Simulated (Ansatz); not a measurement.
# Hg: the cost of one run

Program: Ansatz 0.2.0. Level of theory: DFT PBEsol, scalar-relativistic, plane waves, PAW. These are calculated values, not measurements.

## 1. Starting point

The structure is hexagonal, space group P6_3/mmc (No. 194). Conventional cell: a = 3.462 Å, b = 3.462 Å, c = 5.488 Å, α = 90.00°, β = 90.00°, γ = 120.00°. Hg (site symmetry -6m2) is surrounded by 12 Hg at 3.39 to 3.46 Å.

Structure file:

```xyz
2
Lattice="3.4618 0.0000 0.0000 -1.7309 2.9980 0.0000 0.0000 0.0000 5.4875" Properties=species:S:1:pos:R:3 pbc="T T T"
Hg    1.7309    0.9993    4.1157
Hg    0.0000    1.9987    1.3719
```

The structure comes from the Materials Project (structure only).

## 2. A change within a subgroup

The change: strain xx, yy, zz, yz, xz, xy = +4.2, +4.2, -1.8, +0.0, +0.0, +0.0 %; atoms moved by 0.15 Å root mean square, at most 0.15 Å.

input.yaml reads:

```yaml
crystal:
  lattice:
    - [3.6080018594, 0.0, 0.0]
    - [-1.8040009297, 3.1246212671, 0.0]
    - [0.0, 0.0, 5.3900345471]
  atoms:
    - { symbol: Hg, position: [0.66666667, 0.33333333, 0.7226653886] }
    - { symbol: Hg, position: [0.33333333, 0.66666667, 0.2773346114] }
basis:
  ecutwfc: 420
kpoints:
  mp_grid: { grid: [12, 12, 8] }
hamiltonian:
  xc: pbesol
scf:
  occupations: { method: gaussian, width: 0.05 }
output:
  forces: true
  stress: true
  eigenvalues: true
  populations: true
```

Q: Estimate wall time and peak memory on 1 thread of an Arm CPU, shared host.

About 15 s, with a peak of 0.39 GiB.
